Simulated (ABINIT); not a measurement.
# Ti3Al (P-6m2) in ABINIT: band structure with PBEsol

Aim: the band structure of Ti3Al with PBEsol.

Everything below comes from runs of ABINIT 10.8.3 (patched build). Logs are shortened: lines on timing, memory, paths and dates and some standing lists are left out, and cuts for length are marked. The log counts tension as positive stress, the text compression.

### Step 1. Starting point

It takes space group P-6m2 (No. 187, hexagonal). The conventional cell has a = 2.928 Å, b = 2.928 Å, c = 9.226 Å, α = 90.00°, β = 90.00°, γ = 120.00°. Ti (site symmetry 3m) has 9 Ti at 2.86 to 2.93 Å and 3 Al at 2.86 Å as nearest neighbours. Around Ti (site symmetry -6m2) lie 12 Ti at 2.86 to 2.93 Å. Al (site symmetry -6m2) has 6 Ti at 2.86 Å and 6 Al at 2.93 Å as nearest neighbours.

The cell comes from a database or a generator and needn't be the stable form of this composition.

### Step 2. Band structure, PBEsol

run.abi

```
# Datasets: ground state, then fixed potential
ndtset 2

# Pseudopotentials
pp_dirpath "./"
pseudos "Ti.upf, Al.upf"

# Structure
acell 3*1.0
rprim
     5.5322530196     0.0000000000     0.0000000000
    -2.7661265097     4.7910716551     0.0000000000
     0.0000000000     0.0000000000    17.4352973067
ntypat 2
znucl 22 13
natom 4
typat 1 1 1 2
xred
     0.3333333333     0.6666666667     0.2494060000
     0.3333333333     0.6666666667     0.7505940000
     0.6666666667     0.3333333333     0.0000000000
     0.6666666667     0.3333333333     0.5000000000

# Plane-wave basis
ecut 42.0

# Exchange and correlation
ixc -116133

# Bands and occupations
occopt 3
tsmear 0.05 eV

# SCF cycle
nstep 100

# Output
iomode 3
prtwf 0
prteig 0
prtebands 0
enunit 1
prtden1 1
prtvha1 1
prtvclmb1 1
prtpot1 1
prtelf1 1

# Dataset 1
kptopt1 1
ngkpt1 10 10 3
nshiftk1 1
shiftk1 0.0 0.0 0.0
nband1 24
tolvrs1 1.0e-10

# Dataset 2: bands along G-M-K-G-A-L-H-A
iscf2 -2
getden2 1
nband2 30
nbdbuf2 4
tolwfr2 1.0e-11
kptopt2 -7
ndivsm2 6
prteig2 1
kptbounds2
     0.0000000000     0.0000000000     0.0000000000
     0.5000000000     0.0000000000     0.0000000000
     0.3333333333     0.3333333333     0.0000000000
     0.0000000000     0.0000000000     0.0000000000
     0.0000000000     0.0000000000     0.5000000000
     0.5000000000     0.0000000000     0.5000000000
     0.3333333333     0.3333333333     0.5000000000
     0.0000000000     0.0000000000     0.5000000000
```

Potentials or basis: PseudoDojo NC SR PBEsol v0.4.1 standard.

Started as:

```
> abinit run.abi > log 2>&1
```

run.abo:

```text
.Version 10.8.3 of ABINIT
 DATASET    1 : space group P-6 m 2 (#187); Bravais hP (primitive hexag.)
================================================================================
 Values of the parameters that define the memory need for DATASET  1.
     intxc =       0    ionmov =       0      iscf =       7    lmnmax =       6
     lnmax =       6     mgfft =     108  mpssoang =       3    mqgrid =    5087
     natom =       4  nloc_mem =       1    nspden =       1   nspinor =       1
    nsppol =       1      nsym =      12    n1xccc =    2501    ntypat =       2
    occopt =       3   xclevel =       2
       mpw =        6034          nfft =      139968          nkpt =          28
================================================================================
================================================================================

 DATASET    2 : space group P-6 m 2 (#187); Bravais hP (primitive hexag.)
================================================================================
 Values of the parameters that define the memory need for DATASET  2.
     intxc =       0    ionmov =       0      iscf =      -2    lmnmax =       6
     lnmax =       6     mgfft =     108  mpssoang =       3    mqgrid =    5087
     natom =       4  nloc_mem =       1    nspden =       1   nspinor =       1
    nsppol =       1      nsym =      12    n1xccc =    2501    ntypat =       2
    occopt =       3   xclevel =       2
       mpw =        6046          nfft =      139968          nkpt =         127
================================================================================
================================================================================

--------------------------------------------------------------------------------
------------- Echo of variables that govern the present computation ------------
--------------------------------------------------------------------------------
 -outvars: echo values of preprocessed input variables --------
            acell      1.0000000000E+00  1.0000000000E+00  1.0000000000E+00 Bohr
              amu      4.78800000E+01  2.69815390E+01
             ecut      4.20000000E+01 Hartree
           enunit           1
           getden1          0
           getden2          1
             iscf1          7
             iscf2         -2
                       outvar_i_n : Printing only first  50 k-points.
              ixc     -116133
           jdtset        1    2
                       outvar_i_n : Printing only first  50 k-points.
           kptopt1          1
           kptopt2         -7
         kptrlatt       10    0    0      0   10    0      0    0    3
          kptrlen1     5.23058919E+01
          kptrlen2     3.00000000E+01
            natom           4
            nband1         24
            nband2         30
           nbdbuf1          0
           nbdbuf2          4
           ndtset           2
           ndivsm1          0
           ndivsm2          6
            ngfft          36      36     108
             nkpt1         28
             nkpt2        127
            nstep         100
             nsym          12
           ntypat           2
           occopt           3
        prtebands           0
           prteig1          0
           prteig2          1
           prtelf1          1
           prtelf2          0
           prtpot1          1
           prtpot2          0
         prtvclmb1          1
         prtvclmb2          0
           prtvha1          1
           prtvha2          0
            prtwf           0
            rprim      5.5322530196E+00  0.0000000000E+00  0.0000000000E+00
                      -2.7661265097E+00  4.7910716551E+00  0.0000000000E+00
                       0.0000000000E+00  0.0000000000E+00  1.7435297307E+01
           shiftk1     0.00000000E+00  0.00000000E+00  0.00000000E+00
           shiftk2     5.00000000E-01  5.00000000E-01  5.00000000E-01
          spgroup         187
           tolvrs1     1.00000000E-10
           tolvrs2     0.00000000E+00
           tolwfr1     0.00000000E+00
[... 258 lines left out ...]

================================================================================
 Non-SCF case, kpt    1 (  0.00000  0.00000  0.00000), residuals and eigenvalues=
  8.37E-12  5.95E-12  9.96E-12  8.13E-12  4.64E-12  5.45E-12  5.51E-12  3.48E-12
  9.52E-12  6.94E-12  9.11E-12  1.42E-12  9.87E-12  5.61E-12  8.57E-12  8.37E-12
  9.92E-12  9.44E-12  7.11E-12  7.96E-12  8.93E-12  6.77E-12  6.13E-12  1.90E-12
  7.02E-12  5.88E-12  5.62E-08  7.07E-12  4.44E-06  7.06E-12
 -1.7422E+00 -1.7404E+00 -1.7382E+00 -8.8367E-01 -8.7436E-01 -8.6361E-01
 -8.6240E-01 -8.6240E-01 -8.6088E-01 -8.6088E-01 -8.5949E-01 -8.5949E-01
  2.3897E-02  1.4705E-01  1.5649E-01  2.4264E-01  3.0548E-01  3.5080E-01
  3.6055E-01  3.6368E-01  3.6368E-01  3.6709E-01  3.6709E-01  3.7849E-01
  3.7849E-01  4.1041E-01  4.1041E-01  4.3311E-01  4.3316E-01  4.5137E-01
 Non-SCF case, kpt    2 (  0.02273  0.00000  0.00000), residuals and eigenvalues=
  3.36E-12  6.33E-12  7.51E-12  9.42E-12  5.54E-12  7.34E-12  4.94E-12  8.13E-12
  9.75E-12  4.56E-12  4.24E-12  5.52E-12  3.88E-12  5.83E-12  7.34E-12  6.66E-12
  9.65E-12  7.53E-12  9.49E-12  8.33E-12  8.32E-12  9.15E-12  9.29E-12  8.62E-12
[... 1242 lines left out ...]
 -8.6249E-01 -8.6243E-01 -8.6094E-01 -8.6090E-01 -8.5959E-01 -8.5951E-01
  2.5865E-02  1.2168E-01  2.0930E-01  2.1821E-01  2.9641E-01  3.4853E-01
  3.6138E-01  3.6396E-01  3.6417E-01  3.6668E-01  3.6711E-01  3.7867E-01
  3.7918E-01  4.0894E-01  4.0929E-01  4.3465E-01  4.3490E-01  4.5061E-01
 Non-SCF case, kpt  127 (  0.00000  0.00000  0.50000), residuals and eigenvalues=
  7.25E-12  9.84E-12  7.76E-12  9.27E-12  7.92E-12  7.60E-12  8.23E-12  2.11E-12
  5.29E-12  5.93E-12  7.05E-12  4.59E-12  9.14E-12  5.88E-12  5.80E-12  8.33E-12
  8.69E-12  8.37E-12  9.00E-12  8.49E-12  9.13E-12  8.55E-12  5.13E-12  8.00E-12
  5.30E-12  6.11E-12  3.45E-07  7.50E-12  1.51E-04  7.59E-12
 -1.7422E+00 -1.7404E+00 -1.7382E+00 -8.8371E-01 -8.7427E-01 -8.6365E-01
 -8.6240E-01 -8.6240E-01 -8.6088E-01 -8.6088E-01 -8.5949E-01 -8.5949E-01
  2.5424E-02  1.2113E-01  2.0886E-01  2.1775E-01  2.9638E-01  3.4920E-01
  3.6196E-01  3.6381E-01  3.6381E-01  3.6681E-01  3.6681E-01  3.7883E-01
  3.7883E-01  4.0951E-01  4.0951E-01  4.3473E-01  4.3665E-01  4.5045E-01

--- !ResultsGS
iteration_state: {dtset: 2, }
comment   : Summary of ground state results
lattice_vectors:
- [  5.5322530,   0.0000000,   0.0000000, ]
- [ -2.7661265,   4.7910717,   0.0000000, ]
- [  0.0000000,   0.0000000,  17.4352973, ]
lattice_lengths: [   5.53225,    5.53225,   17.43530, ]
lattice_angles: [ 90.000,  90.000, 120.000, ] # degrees, (23, 13, 12)
lattice_volume:   4.6212989E+02
convergence: {deltae:  0.000E+00, res2:  0.000E+00, residm:  9.991E-12, diffor:  0.000E+00, }
etotal    :  -1.80241230E+02
entropy   :   0.00000000E+00
fermie    :   3.33571771E-01
cartesian_stress_tensor: null
pressure_GPa: null
xred      :
- [  3.3333E-01,   6.6667E-01,   2.4941E-01, Ti]
- [  3.3333E-01,   6.6667E-01,   7.5059E-01, Ti]
- [  6.6667E-01,   3.3333E-01,   0.0000E+00, Ti]
- [  6.6667E-01,   3.3333E-01,   5.0000E-01, Al]
cartesian_forces: null
force_length_stats: {min: null, max: null, mean: null, }
...

 Integrated electronic density in atomic spheres:
 ------------------------------------------------
 Atom  Sphere_radius  Integrated_density
    1        2.00000          9.49374330
    2        2.00000          9.49374330
    3        2.00000          9.50284381
    4        2.00000          0.89810473
================================================================================

 ----iterations are completed or convergence reached----

 Mean square residual over all n,k,spin=   68.361E-13; max=  99.912E-13
 reduced coordinates (array xred) for    4 atoms
       0.333333333367      0.666666666633      0.249406000000
       0.333333333367      0.666666666633      0.750594000000
       0.666666666700      0.333333333300      0.000000000000
       0.666666666700      0.333333333300      0.500000000000

 cartesian coordinates (angstrom) at end:
    1      0.00000000018166     1.69021728922365     2.30111003941691
    2      0.00000000018166     1.69021728922365     6.92525195434791
    3      1.46377111063179     0.84510864456957     0.00000000000000
    4      1.46377111063179     0.84510864456957     4.61318099688241
 length scales=  1.000000000000  1.000000000000  1.000000000000 bohr
              =  0.529177210544  0.529177210544  0.529177210544 angstroms
 Eigenvalues (   eV  ) for nkpt= 127  k points:
 kpt#   1, nband= 30, wtk=  1.00000, kpt=  0.0000  0.0000  0.0000 (reduced coord)
 -47.40797  -47.35830  -47.29867  -24.04586  -23.79254  -23.50002  -23.46714  -23.46714
 -23.42578  -23.42578  -23.38805  -23.38805    0.65027    4.00148    4.25824    6.60268
   8.31257    9.54580    9.81097    9.89636    9.89636    9.98894    9.98894   10.29934
  10.29934   11.16777   11.16778   11.78561   11.78676   12.28244
 kpt#   2, nband= 30, wtk=  1.00000, kpt=  0.0227  0.0000  0.0000 (reduced coord)
 -47.40746  -47.35791  -47.29841  -24.04497  -23.79254  -23.50129  -23.46940  -23.46791
 -23.42717  -23.42635  -23.39045  -23.38843    0.66214    4.01456    4.27153    6.61493
   8.31483    9.52429    9.80232    9.88635    9.90570    9.98711    9.99679   10.29451
  10.30840   11.16133   11.16221   11.78016   11.78326   12.30110
 kpt#   3, nband= 30, wtk=  1.00000, kpt=  0.0455  0.0000  0.0000 (reduced coord)
 -47.40595  -47.35677  -47.29763  -24.04233  -23.79255  -23.50527  -23.47612  -23.47020
 -23.43112  -23.42807  -23.39760  -23.38958    0.69773    4.05364    4.31124    6.65139
   8.32095    9.46519    9.77485    9.85827    9.93355    9.97861   10.02001   10.28050
  10.33546   11.14324   11.14617   11.76471   11.77638   12.29825
 kpt#   4, nband= 30, wtk=  1.00000, kpt=  0.0682  0.0000  0.0000 (reduced coord)
 -47.40345  -47.35488  -47.29635  -24.03797  -23.79267  -23.51241  -23.48712  -23.47394
[... 604 lines left out ...]
 -47.40586  -47.35677  -47.29757  -24.04337  -23.79022  -23.50661  -23.47629  -23.47039
 -23.43135  -23.42818  -23.39778  -23.38969    0.73980    3.35593    5.73126    5.97525
   8.06804    9.43236    9.79301    9.91022    9.93852    9.96513   10.01355   10.29078
  10.34641   11.08301   11.11987   11.82118   11.84825   12.26811
 kpt# 126, nband= 30, wtk=  1.00000, kpt=  0.0133  0.0133  0.5000 (reduced coord)
 -47.40742  -47.35795  -47.29838  -24.04612  -23.79019  -23.50252  -23.46945  -23.46792
 -23.42725  -23.42641  -23.39051  -23.38843    0.70382    3.31121    5.69535    5.93788
   8.06568    9.48406    9.83369    9.90382    9.90953    9.97774    9.98948   10.30411
  10.31804   11.12795   11.13722   11.82748   11.83411   12.26160
 kpt# 127, nband= 30, wtk=  1.00000, kpt=  0.0000  0.0000  0.5000 (reduced coord)
 -47.40794  -47.35835  -47.29865  -24.04704  -23.79019  -23.50121  -23.46712  -23.46712
 -23.42581  -23.42581  -23.38803  -23.38803    0.69181    3.29625    5.68328    5.92533
   8.06483    9.50227    9.84936    9.89982    9.89982    9.98134    9.98134   10.30858
  10.30858   11.14335   11.14339   11.82947   11.88174   12.25744

== END DATASET(S) ==============================================================
================================================================================

 -outvars: echo values of variables after computation  --------
            acell      1.0000000000E+00  1.0000000000E+00  1.0000000000E+00 Bohr
           etotal1    -1.8024122998E+02
            fcart1    -2.4910818041E-26  1.4157462246E-26 -1.5217582719E-03
                      -2.4898650100E-26  1.4375242338E-26  1.5217582719E-03
                       7.4744622064E-26 -4.3041425043E-26 -0.0000000000E+00
                      -2.4935153924E-26  1.4508720459E-26 -0.0000000000E+00
            rprim      5.5322530196E+00  0.0000000000E+00  0.0000000000E+00
                      -2.7661265097E+00  4.7910716551E+00  0.0000000000E+00
                       0.0000000000E+00  0.0000000000E+00  1.7435297307E+01
           strten1     1.1814418766E-04  1.1814418779E-04  1.1267452745E-04
                       0.0000000000E+00  0.0000000000E+00 -1.7395888768E-13
           xangst      1.8165528882E-10  1.6902172892E+00  2.3011100394E+00
                       1.8165528882E-10  1.6902172892E+00  6.9252519543E+00
                       1.4637711106E+00  8.4510864457E-01  0.0000000000E+00
                       1.4637711106E+00  8.4510864457E-01  4.6131809969E+00
             xred      3.3333333337E-01  6.6666666663E-01  2.4940600000E-01
                       3.3333333337E-01  6.6666666663E-01  7.5059400000E-01
                       6.6666666670E-01  3.3333333330E-01  0.0000000000E+00
                       6.6666666670E-01  3.3333333330E-01  5.0000000000E-01
 Calculation completed.
```

Run time: 26 min. Hardware: 1 thread of AMD EPYC 7R13 (Zen 3), shared host; peak memory 0.42 GiB.

Results:

```yaml
Free_energy: -4904.6137 eV
Pressure: -3.4 GPa
Largest_force: 0.078 eV/Å
Band_gap_on_the_k_mesh: none (metal or under the smearing width)
Valence_electrons_inside_the_program's_atomic_spheres: Ti 9.49, 9.50; Al 0.90
```

Forces in eV/Å, atoms in the order of the input:
```
Ti   0.000  0.000 -0.078
Ti   0.000  0.000  0.078
Ti   0.000  0.000  0.000
Al   0.000  0.000  0.000
```

Stress tensor (GPa, compression positive):
```
-3.48  0.00  0.00
 0.00 -3.48  0.00
 0.00  0.00 -3.31
```

Levels at the corners of the path, in eV from the Fermi level:
```tsv
point	band 15	band 16	band 17	band 18	band 19	band 20	band 21	band 22	band 23	band 24
Γ	-4.82	-2.47	-0.76	0.47	0.73	0.82	0.82	0.91	0.91	1.22
M	-2.36	-2.10	-1.46	-1.22	-0.65	-0.40	0.89	0.99	1.12	1.73
K	-1.80	-1.42	-1.18	-1.16	-0.72	-0.57	-0.31	-0.10	0.14	1.64
Γ	-4.82	-2.47	-0.76	0.47	0.73	0.82	0.82	0.91	0.91	1.22
A	-3.39	-3.15	-1.01	0.43	0.77	0.82	0.82	0.90	0.90	1.23
L	-2.35	-2.03	-1.55	-1.21	-0.93	-0.06	0.85	0.87	1.06	1.85
H	-1.74	-1.33	-1.19	-1.18	-0.89	-0.67	-0.09	0.02	0.09	1.73
A	-3.39	-3.15	-1.01	0.43	0.77	0.82	0.82	0.90	0.90	1.23
```
